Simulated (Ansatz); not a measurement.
# W: elastic constants

How stiff is the crystal, and how unevenly? Runs: reference run (LAPW); at 20 GPa (LAPW). Companion runs by PAW are cited.

Computed with Ansatz 0.2.0 (DFT PBEsol, all-electron LAPW, scalar-relativistic unless said, unless a step's input says otherwise).

## 1. Starting point

The structure is cubic, space group Im-3m (No. 229). The conventional cell has a = 3.154 Å, b = 3.154 Å, c = 3.154 Å, α = 90.00°, β = 90.00°, γ = 90.00°. Around W (site symmetry m-3m) lie 8 W at 2.73 Å.

Structure file:

```cif
data_structure
_symmetry_space_group_name_H-M 'P 1'
_symmetry_Int_Tables_number 1
_cell_length_a 2.7315
_cell_length_b 2.7315
_cell_length_c 2.7315
_cell_angle_alpha 109.471
_cell_angle_beta 109.471
_cell_angle_gamma 109.471
_cell_volume 15.69
loop_
_atom_site_label
_atom_site_type_symbol
_atom_site_fract_x
_atom_site_fract_y
_atom_site_fract_z
_atom_site_occupancy
W1 W 0.00000 0.00000 0.00000 1
```

Cartesian axes are those of the input's lattice vectors. The structure goes back to a database entry.

## 2. Reference run, LAPW

File input.yaml:

```yaml
crystal:
  lattice:
    - [-1.57705568042, 1.57705568042, 1.57705568042]
    - [1.57705568042, -1.57705568042, 1.57705568042]
    - [1.57705568042, 1.57705568042, -1.57705568042]
  atoms:
    - { symbol: W, position: [0.0, 0.0, 0.0] }
kpoints:
  mp_grid: { grid: [24, 24, 24] }
scf:
  occupations: { method: fermi_dirac, width: 0.1 }
hamiltonian:
  xc: pbesol
  pseudopotentials: { kind: all_electron, lapw: { basis_error: 0.001 } }
elastic:
  mode: relaxed_ion
  stencil: four_point
  amplitude: 0.003
```

Command:

```bash
$ ansatz run input.yaml --threads 1 --pin off --max-ram 2560MiB --backend cpu --events-out ev --progress --plain --runs-dir out
```

What it wrote (excerpt; [...] marks lines left out):

```text
LAPW: plane waves up to 9.063 Å⁻¹, error target 1.0e-3 eV per atom; small_component_spin mean_spin; W in spheres of 1.325 Å, 44 of its electrons in bands, Dirac shells [] (how accurate: hamiltonian.pseudopotentials.lapw.basis_error, Limitations)
[...]
Pseudopotentials: kind: all_electron
Pseudopotential: W, LAPW, valence charge 44, lapw/all_electron/scalar/gaussian/W, Koelling and Harmon's equation, gaussian nucleus
Functional definition: PBEsol
[...]
Crystal: 1 atoms, lattice volume = 15.689 Å³
Basis set: ecut = 312.932945815997 eV, 201 PW (Γ), exchange–correlation at level 2
Bands: 27, of which v1, the nominal top of the filled ones, is band 22 counted from 1 (21 counted from 0)
Symmetry: 48 space group operations
Space group: Im-3m (ITA 229), of the structure as read, at distance tolerance 2.5e-5 Å
k-points: 413 of 13824
[...]
SCF iter   1: F=—  HF=-439074.211595 eV  |F-HF|=—  |Δ(HF+E_count)|=         —  Δρ=4.02e-2  dr2=1.43e-1  ethr=3.23e-4  ⟨swp⟩=2.9  Hψ=68144  notcnv=0
[...]
the basis was enlarged: its passes take 868.3 KiB over the memory plan, 1 of 1 planned eigensolver slots
[...]
WARN: Davidson cushion dropped: with the persistent Ritz cushion the entry's largest phase would hold 2.56 GiB against the 2.50 GiB of host memory that it is held to; no solve now takes extra bands over from the last
[...]
SCF iter  10: F=-439073.993846 eV  HF=-439073.993846 eV  |F-HF|=2.91e-10  |Δ(HF+E_count)|=   1.28e-9  Δρ=1.50e-8  dr2=1.24e-14  ethr=4.40e-12 (applied; sched 1.00e-12)  ⟨swp⟩=2.0  Hψ=143931  notcnv=0
[...]
  where every solve meets its electron count the energy-path curvature estimates C_jj along a normal strain and C_jj − ¼(σ⁰_aa + σ⁰_bb) along a shear (ab), closely only under elastic.basis: deformed
  strain η (Voigt 11):  stress-route row diagonal C_11 = 549.58 GPa, energy-path curvature d²(F+E_count)/dδ²/Ω₀ = 549.57 GPa
    cells at ±δ against ±2δ: C21 207.40 and 207.46 GPa, apart by 0.01 % of the column's largest entry
         δ    σ_11 (GPa)             F (eV)   n_scf  n_hpsi   n_pw
    -6.000e-3      -3.4239     -439073.9930959      10  1056689    212   relax 0 steps, max|allowed force component| 0.00e0 eV/Å
    -3.000e-3      -1.7233     -439073.9938511      10  1068562    212   relax 0 steps, max|allowed force component| 0.00e0 eV/Å
     3.000e-3       1.5743     -439073.9938881      10  1070454    212   relax 0 steps, max|allowed force component| 0.00e0 eV/Å
     6.000e-3       3.1718     -439073.9931902      10  1057711    212   relax 0 steps, max|allowed force component| 0.00e0 eV/Å
  strain η (Voigt 23):  stress-route row diagonal C_44 = 150.82 GPa, energy-path curvature d²(F+E_count)/dδ²/Ω₀ = 150.84 GPa
    cells at ±δ against ±2δ: C44 150.83 and 150.87 GPa, apart by 0.03 % of the column's largest entry
         δ    σ_23 (GPa)             F (eV)   n_scf  n_hpsi   n_pw
    -6.000e-3      -0.9052     -439073.9938459      10  1797715    212   relax 0 steps, max|allowed force component| 0.00e0 eV/Å
    -3.000e-3      -0.4525     -439073.9940453       9  1684085    212   relax 0 steps, max|allowed force component| 0.00e0 eV/Å
     3.000e-3       0.4525     -439073.9940453       9  1679402    212   relax 0 steps, max|allowed force component| 0.00e0 eV/Å
     6.000e-3       0.9052     -439073.9938459      10  1795941    212   relax 0 steps, max|allowed force component| 0.00e0 eV/Å
```

Wall time 26 min (1 thread of Arm Neoverse V1, shared host); peak memory 2.5 GiB.

C in GPa (Voigt order xx, yy, zz, yz, xz, xy):

```
549.6 207.4 207.4   0.0   0.0   0.0
207.4 549.6 207.4   0.0   0.0   0.0
207.4 207.4 549.6   0.0   0.0   0.0
  0.0   0.0   0.0 150.8   0.0   0.0
  0.0   0.0   0.0   0.0 150.8   0.0
  0.0   0.0   0.0   0.0   0.0 150.8
```

## 3. At 20 GPa, LAPW

Changes to input.yaml since step 2:

```diff
@@ -2,5 +2,5 @@
   lattice:
-    - [-1.57705568042, 1.57705568042, 1.57705568042]
-    - [1.57705568042, -1.57705568042, 1.57705568042]
-    - [1.57705568042, 1.57705568042, -1.57705568042]
+    - [-1.5482646482, 1.5482646482, 1.5482646482]
+    - [1.5482646482, -1.5482646482, 1.5482646482]
+    - [1.5482646482, 1.5482646482, -1.5482646482]
   atoms:
```

Command:

```bash
$ ansatz run input.yaml --threads 1 --pin off --max-ram 2560MiB --backend cpu --events-out ev --progress --plain --runs-dir out
```

What it wrote:

```text
LAPW: plane waves up to 9.287 Å⁻¹, error target 1.0e-3 eV per atom; small_component_spin mean_spin; W in spheres of 1.301 Å, 44 of its electrons in bands, Dirac shells [] (how accurate: hamiltonian.pseudopotentials.lapw.basis_error, Limitations)
Engine: ansatz 0.2.0
[... 3 set-up lines as earlier in the session ...]
  exchange = pbesol_x
  correlation = pbesol_c
Crystal: 1 atoms, lattice volume = 14.846 Å³
Basis set: ecut = 328.5864170919028 eV, 201 PW (Γ), exchange–correlation at level 2
Bands: 27, of which v1, the nominal top of the filled ones, is band 22 counted from 1 (21 counted from 0)
[... 2 set-up lines as earlier in the session ...]
k-points: 413 of 13824
Non-local potential: W, projectors of the file, none
Initial density: superposition of atomic densities (chi_scale 0.1, normalization cell)
Initial wavefunctions: plane waves of lowest kinetic energy (no species holds an atomic orbital)
Functional: x = pbesol(κ = 0.804, μ = 0.12345679012345678), c = pbesol(β = 0.046)
iter 1 solved again at ethr=2.99e-4 eV; its pass at ethr=1.00e-1 eV (dr2=1.32e-1 eV) is discarded
SCF iter   1: F=—  HF=-439074.143539 eV  |F-HF|=—  |Δ(HF+E_count)|=         —  Δρ=4.06e-2  dr2=1.32e-1  ethr=2.99e-4  ⟨swp⟩=2.9  Hψ=68230  notcnv=0
preconditioner: auto → Kerker (q_TF=auto, 3.270 Å⁻¹)  [metal: Δε(μ)=0.043 eV  Ē_g=31.902 eV  σ=0.100 eV  W_gap=0.11  n_scr=12 (ndim 8)  ℏωp=49.1 eV  f_vac=0.000  D(μ)=0.40/eV (n_scr^D=0)]
SCF iter   2: F=—  HF=-439073.964861 eV  |F-HF|=—  |Δ(HF+E_count)|=   1.79e-1  Δρ=2.11e-2  dr2=4.04e-2  ethr=2.99e-4  ⟨swp⟩=2.0  Hψ=33858  notcnv=0
SCF iter   3: F=—  HF=-439073.949303 eV  |F-HF|=—  |Δ(HF+E_count)|=   1.56e-2  Δρ=1.26e-2  dr2=1.73e-2  ethr=9.18e-5  ⟨swp⟩=2.0  Hψ=32754  notcnv=0
SCF iter   4: F=—  HF=-439073.943196 eV  |F-HF|=—  |Δ(HF+E_count)|=         —  Δρ=6.87e-3  dr2=6.10e-3  ethr=3.93e-5  ⟨swp⟩=2.0  Hψ=32715  notcnv=0
the basis was enlarged: its passes take 868.3 KiB over the memory plan, 1 of 1 planned eigensolver slots
iter 5 solved again at ethr=1.18e-6 eV; its pass at ethr=1.39e-5 eV (dr2=5.19e-4 eV) is discarded
SCF iter   5: F=—  HF=-439073.943802 eV  |F-HF|=—  |Δ(HF+E_count)|=   6.06e-4  Δρ=1.84e-3  dr2=5.18e-4  ethr=1.18e-6  ⟨swp⟩=2.0  Hψ=55385  notcnv=0
SCF iter   6: F=—  HF=-439073.943833 eV  |F-HF|=—  |Δ(HF+E_count)|=   3.12e-5  Δρ=4.65e-4  dr2=1.82e-5  ethr=1.18e-6  ⟨swp⟩=2.0  Hψ=32756  notcnv=0
SCF iter   7: F=—  HF=-439073.943833 eV  |F-HF|=—  |Δ(HF+E_count)|=   2.69e-7  Δρ=6.96e-5  dr2=3.77e-7  ethr=4.13e-8  ⟨swp⟩=2.0  Hψ=32756  notcnv=0
SCF iter   8: F=—  HF=-439073.943833 eV  |F-HF|=—  |Δ(HF+E_count)|=  1.75e-10  Δρ=1.05e-5  dr2=7.20e-9  ethr=8.57e-10  ⟨swp⟩=2.0  Hψ=32756  notcnv=0
[... 4 lines left out ...]
SCF 1 converged in 12 iterations: F = -439073.943833 eV  dr2 = 1.82e-15
Crystal: 1 atoms, lattice volume = 14.756 Å³
Basis set: ecut = 329.90736973168646 eV, 201 PW (Γ), exchange–correlation at level 2
Symmetry: 16 space group operations
k-points: 1063 of 13824
Initial density: handed on by an earlier stage of this run
Initial wavefunctions: plane waves of lowest kinetic energy (no species holds an atomic orbital; no wavefunctions were taken with the density)
[... 2 lines left out ...]
preconditioner: auto → Kerker (q_TF=auto, 3.273 Å⁻¹)  [metal: Δε(μ)=0.011 eV  Ē_g=32.712 eV  σ=0.100 eV  W_gap=0.03  n_scr=12 (ndim 8)  ℏωp=49.3 eV  f_vac=0.000  D(μ)=0.42/eV (n_scr^D=0)]
[... 10 lines left out ...]
SCF 2 converged in 10 iterations: F = -439073.931612 eV  dr2 = 2.09e-14
Crystal: 1 atoms, lattice volume = 14.801 Å³
Basis set: ecut = 329.24523725140625 eV, 201 PW (Γ), exchange–correlation at level 2
[... 2 lines left out ...]
preconditioner: auto → Kerker (q_TF=auto, 3.272 Å⁻¹)  [metal: Δε(μ)=0.004 eV  Ē_g=32.689 eV  σ=0.100 eV  W_gap=0.01  n_scr=12 (ndim 8)  ℏωp=49.2 eV  f_vac=0.000  D(μ)=0.42/eV (n_scr^D=0)]
[... 10 lines left out ...]
SCF 3 converged in 10 iterations: F = -439073.938005 eV  dr2 = 5.01e-15
Crystal: 1 atoms, lattice volume = 14.890 Å³
Basis set: ecut = 327.9308828206668 eV, 201 PW (Γ), exchange–correlation at level 2
[... 2 lines left out ...]
preconditioner: auto → Kerker (q_TF=auto, 3.268 Å⁻¹)  [metal: Δε(μ)=0.008 eV  Ē_g=32.645 eV  σ=0.100 eV  W_gap=0.02  n_scr=12 (ndim 8)  ℏωp=49.1 eV  f_vac=0.000  D(μ)=0.42/eV (n_scr^D=0)]
[... 10 lines left out ...]
SCF 4 converged in 10 iterations: F = -439073.949108 eV  dr2 = 5.07e-15
Crystal: 1 atoms, lattice volume = 14.935 Å³
Basis set: ecut = 327.27860829435633 eV, 201 PW (Γ), exchange–correlation at level 2
[... 2 lines left out ...]
preconditioner: auto → Kerker (q_TF=auto, 3.267 Å⁻¹)  [metal: Δε(μ)=0.002 eV  Ē_g=32.623 eV  σ=0.100 eV  W_gap=0.00  n_scr=12 (ndim 8)  ℏωp=49.0 eV  f_vac=0.000  D(μ)=0.42/eV (n_scr^D=0)]
[... 10 lines left out ...]
SCF 5 converged in 10 iterations: F = -439073.953840 eV  dr2 = 1.93e-14
Crystal: 1 atoms, lattice volume = 14.845 Å³
Basis set: ecut = 328.58838862519184 eV, 201 PW (Γ), exchange–correlation at level 2
Symmetry: 8 space group operations
k-points: 1963 of 13824
WARN: Davidson cushion dropped: with the persistent Ritz cushion the entry's largest phase would hold 2.56 GiB against the 2.50 GiB of host memory that it is held to; no solve now takes extra bands over from the last
[... 2 lines left out ...]
preconditioner: auto → Kerker (q_TF=auto, 3.270 Å⁻¹)  [metal: Δε(μ)=0.001 eV  Ē_g=32.667 eV  σ=0.100 eV  W_gap=0.00  n_scr=12 (ndim 8)  ℏωp=49.1 eV  f_vac=0.000  D(μ)=0.42/eV (n_scr^D=0)]
[... 9 lines left out ...]
SCF 6 converged in 9 iterations: F = -439073.943512 eV  dr2 = 9.56e-14
Basis set: ecut = 328.5869099724526 eV, 201 PW (Γ), exchange–correlation at level 2
WARN: Davidson cushion dropped: with the persistent Ritz cushion the entry's largest phase would hold 2.56 GiB against the 2.50 GiB of host memory that it is held to; no solve now takes extra bands over from the last
[... 2 lines left out ...]
preconditioner: auto → Kerker (q_TF=auto, 3.270 Å⁻¹)  [metal: Δε(μ)=0.001 eV  Ē_g=32.666 eV  σ=0.100 eV  W_gap=0.00  n_scr=12 (ndim 8)  ℏωp=49.1 eV  f_vac=0.000  D(μ)=0.42/eV (n_scr^D=0)]
[... 9 lines left out ...]
SCF 7 converged in 9 iterations: F = -439073.943753 eV  dr2 = 5.18e-15
WARN: Davidson cushion dropped: with the persistent Ritz cushion the entry's largest phase would hold 2.56 GiB against the 2.50 GiB of host memory that it is held to; no solve now takes extra bands over from the last
[... 11 lines left out ...]
SCF 8 converged in 9 iterations: F = -439073.943753 eV  dr2 = 1.40e-15
WARN: Davidson cushion dropped: with the persistent Ritz cushion the entry's largest phase would hold 2.56 GiB against the 2.50 GiB of host memory that it is held to; no solve now takes extra bands over from the last
[... 1 line left out ...]
SCF iter   1: F=—  HF=-439073.943566 eV  |F-HF|=—  |Δ(HF+E_count)|=         —  Δρ=8.64e-4  dr2=1.08e-4  ethr=2.57e-7  ⟨swp⟩=5.4  Hψ=379862  notcnv=0
SCF iter   2: F=—  HF=-439073.943532 eV  |F-HF|=—  |Δ(HF+E_count)|=   3.42e-5  Δρ=5.54e-4  dr2=4.59e-5  ethr=2.45e-7  ⟨swp⟩=2.0  Hψ=143908  notcnv=0
iter 3 solved again at ethr=7.93e-9 eV; its pass at ethr=1.04e-7 eV (dr2=3.49e-6 eV) is discarded
SCF iter   3: F=—  HF=-439073.943513 eV  |F-HF|=—  |Δ(HF+E_count)|=   1.87e-5  Δρ=1.47e-4  dr2=3.46e-6  ethr=7.93e-9  ⟨swp⟩=2.0  Hψ=240956  notcnv=0
SCF iter   4: F=—  HF=-439073.943512 eV  |F-HF|=—  |Δ(HF+E_count)|=   9.34e-7  Δρ=1.13e-5  dr2=8.65e-9  ethr=7.86e-9  ⟨swp⟩=2.6  Hψ=145259  notcnv=0
SCF iter   5: F=—  HF=-439073.943512 eV  |F-HF|=—  |Δ(HF+E_count)|=   5.13e-8  Δρ=7.30e-6  dr2=2.79e-9  ethr=1.97e-11  ⟨swp⟩=3.0  Hψ=150210  notcnv=0
SCF iter   6: F=—  HF=-439073.943512 eV  |F-HF|=—  |Δ(HF+E_count)|=   1.98e-8  Δρ=3.76e-6  dr2=7.44e-10  ethr=6.34e-12  ⟨swp⟩=2.0  Hψ=143908  notcnv=0
SCF iter   7: F=—  HF=-439073.943512 eV  |F-HF|=—  |Δ(HF+E_count)|=   2.91e-9  Δρ=6.48e-7  dr2=2.35e-11  ethr=4.37e-12 (applied; sched 1.69e-12)  ⟨swp⟩=2.0  Hψ=143908  notcnv=0
SCF iter   8: F=—  HF=-439073.943512 eV  |F-HF|=—  |Δ(HF+E_count)|=   1.11e-9  Δρ=9.37e-8  dr2=5.43e-13  ethr=4.37e-12 (applied; sched 1.00e-12)  ⟨swp⟩=2.0  Hψ=143908  notcnv=0
SCF iter   9: F=-439073.943512 eV  HF=-439073.943512 eV  |F-HF|=2.91e-10  |Δ(HF+E_count)|=   1.98e-9  Δρ=3.07e-8  dr2=7.16e-14  ethr=4.37e-12 (applied; sched 1.00e-12)  ⟨swp⟩=2.0  Hψ=143908  notcnv=0
SCF 9 converged in 9 iterations: F = -439073.943512 eV  dr2 = 7.16e-14
SCF converged after 12 iterations
Free energy (F): -439073.943833 eV
Harris-Foulkes:  -439073.943833 eV  (|F-HF|=1.16e-10)
Internal energy: -439073.929514 eV  (E = F + TS)
E sigma→0 (E₀):  -439073.936673 eV
Entropy (-TS):   -0.014319 eV (-14.319 meV/atom)
Fermi energy:    31.197783 eV
--- Per-component energies (eV) ---
  E_band       = -4252.896866
  E_kinetic    = 491702.556616
  E_xc         = -8705.312294
  E_electrostatic = -922071.173835  (all electrons and nuclei)
  E_smearing   = -0.014319  (= −TS)
  E_closure    = 0.000000  (closes the sum)
  E_atoms      = -439061.712185  (free atoms, spherical and without spin; not in F)
  Σ components = -439073.943833   (vs F -439073.943833, Δ=0.00e0)
  Basis errors (estimates in eV, not in F): energy 2.8e-4 per atom: plane waves 2.4e-4 (1.3e-4 summed), levels above the bands 1.5e-59, relativity 5.6e-8, radial functions 3.4e-5, core shells 1.3e-7; eigenvalues (radial functions only) 2.0e-6; not estimated: angular momenta, meshes, grids; target (lapw.basis_error) 1.0e-3; muffin-tin radii W 1.301 Å
--- Forces (eV/Å), atoms counted from 1 ---
  atom   1  W     -0.00000000    -0.00000000     0.00000000
  max |Σ_I F_I| component: 8.05e-31 eV/Å
--- Stress (GPa, compression-positive) ---
       19.964389       0.000000      -0.000000
        0.000000      19.964389      -0.000000
       -0.000000      -0.000000      19.964389
  P = ⅓ Tr σ = 19.9644 GPa (199.644 kbar)
--- Band table (eV; the first three rows and the last of 413) ---
  k-point 0: bands = ["-386.2724", "-386.2724", "-386.2724", "-201.5833", "-201.5833", "-201.5437", "-201.5437", "-201.5437", "-42.8741", "-6.3532", "-6.3532", "-6.3532", "3.0411", "3.0411", "3.0411", "3.0738", "3.0738", "3.0738", "3.1542", "21.1505", "29.7833", "29.7833", "29.7833", "33.5255", "33.5255", "45.8010", "45.8010"]
  k-point 1: bands = ["-386.2724", "-386.2724", "-386.2724", "-201.5833", "-201.5833", "-201.5437", "-201.5437", "-201.5437", "-42.8710", "-6.3833", "-6.3624", "-6.3535", "3.0415", "3.0418", "3.0419", "3.0730", "3.0735", "3.0736", "3.1532", "21.2427", "29.7261", "29.7719", "29.8727", "33.4276", "33.5256", "45.8827", "45.9540"]
  k-point 2: bands = ["-386.2724", "-386.2724", "-386.2724", "-201.5833", "-201.5833", "-201.5437", "-201.5437", "-201.5437", "-42.8621", "-6.4706", "-6.3891", "-6.3541", "3.0423", "3.0438", "3.0442", "3.0709", "3.0727", "3.0730", "3.1504", "21.5132", "29.5625", "29.7274", "30.1393", "33.1863", "33.5290", "46.1091", "46.4043"]
  k-point 412: bands = ["-386.2724", "-386.2724", "-386.2724", "-201.5833", "-201.5833", "-201.5437", "-201.5437", "-201.5437", "-42.5615", "-7.4658", "-7.4658", "-7.4658", "3.0427", "3.0427", "3.0427", "3.0480", "3.1035", "3.1035", "3.1035", "24.7466", "24.7466", "36.8038", "36.8038", "36.8038", "39.9513", "39.9513", "39.9513"]
--- Elastic constants: 2 strain directions × 4 members + reference (group order 48) ---
  dense FFT box of the reference and of every strained cell: 16×16×16
  strains applied: 11, 23; error gains: componentwise 1.00 (the most a stress slope's error grows in a printed constant), spectral 1.73 (1 for all six strains in a standard setting)
  C = ∂σ_k/∂η_j (tension-positive GPa; Voigt order 11 22 33 23 13 12):
       663.677    269.833    269.833      0.000      0.000      0.000
       269.833    663.677    269.833     -0.000     -0.000      0.000
       269.833    269.833    663.677     -0.000      0.000     -0.000
        -0.000     -0.000      0.000    182.601     -0.000     -0.000
        -0.000     -0.000      0.000      0.000    182.601      0.000
        -0.000      0.000     -0.000     -0.000     -0.000    182.601
  reference stress σ⁰ (GPa):    -19.964    -19.964    -19.964      0.000      0.000     -0.000
  no Pulay correction (none for the plane-wave cutoff is built on LAPW): the batch's stresses and constants are at fixed plane waves
  C* (energy form; C + prestress term) asymmetry max|C*_kj − C*_jk| = 1.137e-13 GPa — a small one proves nothing (zero by symmetry where the batch's group is 432, −43m or m−3m); a large one is finite-difference/SCF noise where every solve meets its electron count
  moduli (Voigt/Reuss/Hill, GPa): K = 401.11/401.11/401.11   G = 188.33/188.07/188.20   E = 488.24   ν = 0.297
  mechanically stable: yes (min eigenvalue of sym C = 182.60 GPa)
  where every solve meets its electron count the energy-path curvature estimates C_jj along a normal strain and C_jj − ¼(σ⁰_aa + σ⁰_bb) along a shear (ab), closely only under elastic.basis: deformed
  strain η (Voigt 11):  stress-route row diagonal C_11 = 663.68 GPa, energy-path curvature d²(F+E_count)/dδ²/Ω₀ = 663.69 GPa
    cells at ±δ against ±2δ: C31 269.86 and 269.94 GPa, apart by 0.01 % of the column's largest entry
         δ    σ_11 (GPa)             F (eV)   n_scf  n_hpsi   n_pw
    -6.000e-3     -24.0272     -439073.9316120      10  1057301    216   relax 0 steps, max|allowed force component| 0.00e0 eV/Å
    -3.000e-3     -21.9756     -439073.9380049      10  1069207    216   relax 0 steps, max|allowed force component| 0.00e0 eV/Å
     3.000e-3     -17.9934     -439073.9491078      10  1071359    216   relax 0 steps, max|allowed force component| 0.00e0 eV/Å
     6.000e-3     -16.0624     -439073.9538403      10  1058845    216   relax 0 steps, max|allowed force component| 0.00e0 eV/Å
  strain η (Voigt 23):  stress-route row diagonal C_44 = 182.60 GPa, energy-path curvature d²(F+E_count)/dδ²/Ω₀ = 192.59 GPa
    cells at ±δ against ±2δ: C44 182.60 and 182.61 GPa, apart by 0.00 % of the column's largest entry
         δ    σ_23 (GPa)             F (eV)   n_scf  n_hpsi   n_pw
    -6.000e-3      -1.0957     -439073.9435119       9  1657253    216   relax 0 steps, max|allowed force component| 0.00e0 eV/Å
    -3.000e-3      -0.5478     -439073.9437528       9  1688299    216   relax 0 steps, max|allowed force component| 0.00e0 eV/Å
     3.000e-3       0.5478     -439073.9437528       9  1686366    216   relax 0 steps, max|allowed force component| 0.00e0 eV/Å
     6.000e-3       1.0957     -439073.9435119       9  1656761    216   relax 0 steps, max|allowed force component| 0.00e0 eV/Å
Warning: the largest footprint on record is within 20.0 MiB over the run's memory maximum of 2.50 GiB, but the memory guard recorded no overrun: it can forgive a reading, as where handing back freed memory lowers it. This warning does not change the exit status.
```

It took 26 min on 1 thread of Arm Neoverse V1, shared host; peak memory 2.7 GiB.

C in GPa (Voigt order xx, yy, zz, yz, xz, xy):

```
663.7 269.8 269.8   0.0   0.0   0.0
269.8 663.7 269.8   0.0   0.0   0.0
269.8 269.8 663.7   0.0   0.0   0.0
  0.0   0.0   0.0 182.6   0.0   0.0
  0.0   0.0   0.0   0.0 182.6   0.0
  0.0   0.0   0.0   0.0   0.0 182.6
```

## 4. Side by side

PAW rows come from companion runs at the same settings.

| run | C11 | C12 | C44 | K | G | E | Poisson ratio |
| --- | --- | --- | --- | --- | --- | --- | --- |
| ions relaxed, LAPW | 549.6 | 207.4 | 150.8 | 321.4 | 158.6 | 408.7 | 0.288 |
| at 20 GPa, LAPW | 663.7 | 269.8 | 182.6 | 401.1 | 188.2 | 488.2 | 0.297 |
| ions relaxed, PAW | 550.8 | 208.7 | 150.8 | 322.7 | 158.6 | 408.9 | 0.289 |
| at 20 GPa, PAW | 665.7 | 271.8 | 182.8 | 403.1 | 188.3 | 488.9 | 0.298 |

Constants and moduli in GPa; K, G and E are Hill averages.

## 5. Summary of results

```
                           quantity              value
                         C11 (LAPW)            550 GPa
                         C12 (LAPW)            207 GPa
                         C44 (LAPW)            151 GPa
    bulk, shear and Young's modulus  321, 159, 409 GPa
Debye temperature from sound speeds              379 K
         universal anisotropy index               0.02
```

What this shows: All eigenvalues are positive, so the crystal is mechanically stable; by LAPW K = 321 and G = 159 GPa, K/G = 2.03, on the ductile side of Pugh's rough line at 1.75, which was drawn for metals. Young's modulus runs from 391 to 436 GPa with direction. PAW's constants lie within 1.3 GPa of LAPW's. At 20 GPa K rises to 401 GPa. Cautions: responses of metals move with mesh and smearing; no spin-orbit coupling on heavy atoms.
